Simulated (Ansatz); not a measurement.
# TiAl3 (I4/mmm) in Ansatz: single point with PBEsol

Aim: the single point of TiAl3 with PBEsol.

All numbers are computed with Ansatz 0.2.0; they aren't measurements. Logs are shortened: lines on timing, memory, paths and dates and some standing lists are left out, and cuts for length are marked.

## 1. The undisturbed crystal

It takes space group I4/mmm (No. 139, tetragonal). The conventional cell has a = 3.822 Å, b = 3.822 Å, c = 8.561 Å, α = 90.00°, β = 90.00°, γ = 90.00°. Ti (site symmetry 4/mmm) has 12 Al at 2.70 to 2.87 Å as nearest neighbours. Al (site symmetry -4m2) is surrounded by 8 Al at 2.70 to 2.87 Å and 4 Ti at 2.87 Å. Al (site symmetry 4/mmm) is surrounded by 4 Ti at 2.70 Å and 8 Al at 2.87 Å.

The cell comes from a database or a generator and needn't be the stable form of this composition.

## 2. Single point, PBEsol (strain_z = 0)

input.yaml reads:

```yaml
crystal:
  lattice:
    - [-1.9111067713, 1.9111067713, 4.2806687947]
    - [1.9111067713, -1.9111067713, 4.2806687947]
    - [1.9111067713, 1.9111067713, -4.2806687947]
  atoms:
    - { symbol: Ti, position: [0.0, 0.0, 0.0] }
    - { symbol: Al, position: [0.25, 0.75, 0.5] }
    - { symbol: Al, position: [0.75, 0.25, 0.5] }
    - { symbol: Al, position: [0.5, 0.5, 0.0] }
kpoints:
  mp_grid: { grid: [10, 10, 10] }
scf:
  occupations: { method: fermi_dirac, width: 0.05 }
hamiltonian:
  xc: pbesol
  pseudopotentials: { kind: all_electron, lapw: { basis_error: 0.002 } }
output:
  forces: true
  stress: true
  eigenvalues: true
```

Potentials or basis: all-electron LAPW, scalar-relativistic.

On the command line:

```bash
ansatz run input.yaml --threads 2 --pin off --max-ram 8192MiB --backend cpu --events-out ev --progress --plain --runs-dir out
```

What it wrote:

```text
Warning: RAYON_NUM_THREADS=2 ignored (pool sized by the plan → 2); use --threads N
LAPW: plane waves up to 7.165 Å⁻¹, error target 2.0e-3 eV per atom; small_component_spin mean_spin; Al in spheres of 1.214 Å, 11 of its electrons in bands, Dirac shells []; Ti in spheres of 1.489 Å, 12 of its electrons in bands, Dirac shells [] (how accurate: hamiltonian.pseudopotentials.lapw.basis_error, Limitations)
Engine: ansatz 0.2.0, x86_64-unknown-linux-gnu
Pseudopotentials: kind: all_electron
Pseudopotential: Ti, LAPW, valence charge 12, lapw/all_electron/scalar/gaussian/Ti, Koelling and Harmon's equation, gaussian nucleus
Pseudopotential: Al, LAPW, valence charge 11, lapw/all_electron/scalar/gaussian/Al, Koelling and Harmon's equation, gaussian nucleus
Functional definition: PBEsol
  exchange = pbesol_x
  correlation = pbesol_c
Crystal: 4 atoms, lattice volume = 62.538 Å³
Basis set: ecut = 195.60458952792916 eV, 405 PW (Γ), FFT grids on a1+a3, a2+a3, a3, exchange–correlation at level 2
Bands: 27, of which v1, the nominal top of the filled ones, is band 23 counted from 1 (22 counted from 0)
Symmetry: 16 space group operations
Space group: I4/mmm (ITA 139), of the structure as read, at distance tolerance 4.0e-5 Å
k-points: 102 of 1000
Non-local potential: Ti, projectors of the file, none
Non-local potential: Al, projectors of the file, none
Initial density: superposition of atomic densities (chi_scale 0.1, normalization cell, long waves kept (reshape's long-wave potential 0.00 eV rms))
Initial wavefunctions: plane waves of lowest kinetic energy (no species holds an atomic orbital)
Functional: x = pbesol(κ = 0.804, μ = 0.12345679012345678), c = pbesol(β = 0.046)
iter 1 solved again at ethr=7.64e-4 eV; its pass at ethr=1.00e-1 eV (dr2=3.44e-1 eV) is discarded
SCF iter   1: F=—  HF=-42993.157005 eV  |F-HF|=—  |Δ(HF+E_count)|=         —  Δρ=2.04e-2  dr2=3.43e-1  ethr=7.64e-4  ⟨swp⟩=2.3  Hψ=19306  notcnv=0
preconditioner: auto → Kerker (q_TF=auto, 2.583 Å⁻¹)  [metal: Δε(μ)=0.025 eV  Ē_g=5.586 eV  σ=0.050 eV  W_gap=0.12  n_scr=14 (ndim 8)  ℏωp=16.9 eV  f_vac=0.000  D(μ)=1.69/eV (n_scr^D=10)]
SCF iter   2: F=—  HF=-42993.041764 eV  |F-HF|=—  |Δ(HF+E_count)|=   1.15e-1  Δρ=1.64e-2  dr2=3.81e-1  ethr=7.63e-4  ⟨swp⟩=2.0  Hψ=8263  notcnv=0
SCF iter   3: F=—  HF=-42993.031194 eV  |F-HF|=—  |Δ(HF+E_count)|=   1.06e-2  Δρ=9.96e-3  dr2=6.93e-2  ethr=7.63e-4  ⟨swp⟩=3.0  Hψ=8615  notcnv=0
SCF iter   4: F=—  HF=-42992.938391 eV  |F-HF|=—  |Δ(HF+E_count)|=   9.28e-2  Δρ=3.52e-3  dr2=1.11e-2  ethr=1.54e-4  ⟨swp⟩=2.6  Hψ=8364  notcnv=0
SCF iter   5: F=—  HF=-42992.935653 eV  |F-HF|=—  |Δ(HF+E_count)|=         —  Δρ=9.37e-4  dr2=1.42e-3  ethr=2.47e-5  ⟨swp⟩=2.2  Hψ=7854  notcnv=0
the basis was enlarged: its passes take 115.6 KiB over the memory plan, 2 of 2 planned eigensolver slots
iter 6 solved again at ethr=2.79e-7 eV; its pass at ethr=3.16e-6 eV (dr2=1.25e-4 eV) is discarded
SCF iter   6: F=—  HF=-42992.935225 eV  |F-HF|=—  |Δ(HF+E_count)|=   4.29e-4  Δρ=3.19e-4  dr2=1.25e-4  ethr=2.79e-7  ⟨swp⟩=2.0  Hψ=13521  notcnv=0
SCF iter   7: F=—  HF=-42992.935192 eV  |F-HF|=—  |Δ(HF+E_count)|=   3.29e-5  Δρ=7.12e-5  dr2=3.93e-6  ethr=2.78e-7  ⟨swp⟩=2.3  Hψ=7870  notcnv=0
SCF iter   8: F=—  HF=-42992.935190 eV  |F-HF|=—  |Δ(HF+E_count)|=   2.05e-6  Δρ=2.40e-5  dr2=7.55e-7  ethr=8.74e-9  ⟨swp⟩=2.7  Hψ=7957  notcnv=0
SCF iter   9: F=-42992.935190 eV  HF=-42992.935190 eV  |F-HF|=6.34e-8  |Δ(HF+E_count)|=   1.46e-7  Δρ=6.75e-6  dr2=5.68e-8  ethr=1.68e-9  ⟨swp⟩=2.0  Hψ=7830  notcnv=0
SCF 1 converged in 9 iterations: F = -42992.935190 eV  dr2 = 5.68e-8
SCF converged after 9 iterations
Free energy (F): -42992.935190 eV
Harris-Foulkes:  -42992.935190 eV  (|F-HF|=6.34e-8)
Internal energy: -42992.921765 eV  (E = F + TS)
E sigma→0 (E₀):  -42992.928477 eV
Entropy (-TS):   -0.013425 eV (-3.356 meV/atom)
Fermi energy:    11.215610 eV
--- Per-component energies (eV) ---
  E_band       = -1611.659848
  E_kinetic    = 43248.846484
  E_xc         = -2605.379957
  E_electrostatic = -83636.388291  (all electrons and nuclei)
  E_smearing   = -0.013425  (= −TS)
  E_closure    = 0.000000  (closes the sum)
  E_atoms      = -42971.821526  (free atoms, spherical and without spin; not in F)
  Σ components = -42992.935190   (vs F -42992.935190, Δ=0.00e0)
  Basis errors (estimates in eV, not in F): energy 5.9e-4 per atom: plane waves 5.1e-4 (2.7e-4 summed), levels above the bands 4.9e-30, relativity 5.9e-9, radial functions 8.0e-5, core shells 9.8e-9; eigenvalues (radial functions only) 3.2e-6; not estimated: angular momenta, meshes, grids; target (lapw.basis_error) 2.0e-3; muffin-tin radii Al 1.214 Å, Ti 1.489 Å
--- Forces (eV/Å), atoms counted from 1 ---
  atom   1  Ti    -0.00000000     0.00000000     0.00000000
  atom   2  Al     0.00000000     0.00000000     0.00000000
  atom   3  Al     0.00000000    -0.00000000     0.00000000
  atom   4  Al    -0.00000000     0.00000000    -0.00000000
  max |Σ_I F_I| component: 4.34e-19 eV/Å
--- Stress (GPa, compression-positive) ---
       -0.513722       0.000000       0.000000
        0.000000      -0.513722       0.000000
        0.000000       0.000000      -0.542630
  P = ⅓ Tr σ = -0.5234 GPa (-5.234 kbar)
--- Band table (eV; the first three rows and the last of 102) ---
  k-point 0: bands = ["-91.0858", "-90.9969", "-90.9926", "-52.8004", "-52.7468", "-52.7468", "-52.6897", "-52.6897", "-52.6681", "-52.6681", "-52.6555", "-52.6519", "-44.9643", "-21.3904", "-21.3904", "-21.3148", "1.1030", "8.3530", "8.5966", "9.7927", "9.9895", "9.9895", "12.0670", "12.9741", "12.9741", "13.4584", "13.6952"]
  k-point 1: bands = ["-91.0858", "-90.9967", "-90.9928", "-52.8003", "-52.7468", "-52.7468", "-52.6899", "-52.6874", "-52.6704", "-52.6679", "-52.6554", "-52.6521", "-44.9640", "-21.3932", "-21.3928", "-21.3144", "1.3122", "8.4702", "8.5269", "9.4119", "9.5838", "9.9878", "11.2379", "13.1747", "13.1972", "13.2023", "14.1593"]
  k-point 2: bands = ["-91.0858", "-90.9962", "-90.9933", "-52.8003", "-52.7470", "-52.7468", "-52.6903", "-52.6816", "-52.6763", "-52.6675", "-52.6550", "-52.6525", "-44.9633", "-21.4002", "-21.3988", "-21.3134", "1.9290", "8.1604", "8.4103", "8.9259", "9.1734", "9.9670", "9.9883", "13.1413", "13.3428", "13.4210", "14.4297"]
  k-point 101: bands = ["-91.0858", "-90.9969", "-90.9925", "-52.7999", "-52.7469", "-52.7469", "-52.6894", "-52.6894", "-52.6682", "-52.6682", "-52.6561", "-52.6519", "-44.9641", "-21.3907", "-21.3907", "-21.3181", "2.7325", "3.6213", "9.2027", "10.3047", "10.3047", "10.9773", "11.9277", "11.9277", "12.1869", "14.2965", "16.0028"]
```

Wall time 6.7 s (2 threads of AMD EPYC 9R45 (Zen 5), shared host); peak memory 0.55 GiB.

Results:

```
Free energy            : -42992.9352 eV
Pressure               : -0.5 GPa
Band gap on the k mesh : none (metal or under the smearing width)
```

Levels at points of the mesh, in eV from the Fermi level:
| k point | band 21 | band 22 | band 23 | band 24 | band 25 | band 26 |
| --- | --- | --- | --- | --- | --- | --- |
| (0.00, 0.00, 0.00) | -1.23 | -1.23 | 0.85 | 1.76 | 1.76 | 2.24 |
| (0.00, 0.00, -0.50) | -2.70 | -2.21 | -0.99 | 1.78 | 1.95 | 2.71 |
| (0.00, -0.50, 0.00) | -1.05 | -0.26 | 0.51 | 1.82 | 2.11 | 2.74 |
| (-0.50, -0.50, -0.50) | -0.91 | -0.24 | 0.71 | 0.71 | 0.97 | 3.08 |
